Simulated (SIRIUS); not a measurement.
**BaTiO3 (Barioperovskite) under changes of volume**

One of the cells (12.867 Å³/atom); the others are scaled copies at fixed shape and fractional positions:

```xyz
5
Lattice="3.9855 0.0000 0.0000 0.0000 2.8369 2.8451 0.0000 -2.8369 2.8451" Properties=species:S:1:pos:R:3 pbc="T T T"
Ba    0.0000    0.0000    0.0000
Ti    1.9928    0.0000    2.9157
O     1.9928    1.3804    4.2594
O     1.9928   -1.3804    4.2594
O     0.0000    0.0000    2.7735
```

| Quantity | Value |
| --- | --- |
| Program | SIRIUS 7.12.0 |
| Functional | PBE |
| Potentials or basis | PseudoDojo 0.4.1 PBE standard (scalar relativistic) |
| Cutoff | 1152 eV |
| Density cutoff | 4606 eV |
| k mesh | 7 × 7 × 7 |
| Occupations | fermi-dirac, width 0.05 eV |
| Spin | no spin polarisation |

```csv
volume (Å³/atom),energy over the lowest point (meV/atom),pressure (GPa),gap on the mesh (eV),largest force (eV/Å)
12.095,41.91,14.8,2.11,0.256
12.353,?,?,?,?
12.610,8.54,6.2,2.02,0.233
12.867,1.49,2.6,1.97,0.275
13.125,0.00,-0.7,1.93,0.333
13.382,3.49,-3.6,1.89,0.396
13.639,11.45,-6.3,1.84,0.460
```

What does the run at 12.353 Å³/atom give?

Energy over the lowest point 21.77 meV/atom; pressure 10.3 GPa; gap on the mesh 2.07 eV; largest force 0.222 eV/Å.

Worked out: A Birch-Murnaghan fit of order 3 (a polynomial in V^(-2/3)) to the other rows has its minimum at 13.07 Å³/atom with B0 = V·E''(V) = 161 GPa and B' = 4.4 at fixed shape and positions, which overstates the stiffness. It gives 21.74 meV/atom at 12.353 Å³/atom, against the run's 21.77, and -dE/dV = 10.3 GPa, against 10.3. A straight line through the other rows of the gap, of slope -2.23 eV per unit of ln V, gives 2.06 eV, against the run's 2.07.

Energies are extrapolated to zero smearing.

Caveats: this release of the barium file is off; spin-orbit coupling is left out, which moves the levels of the heavy elements; an odd mesh through Γ misses points on the zone boundary, where band edges often lie.
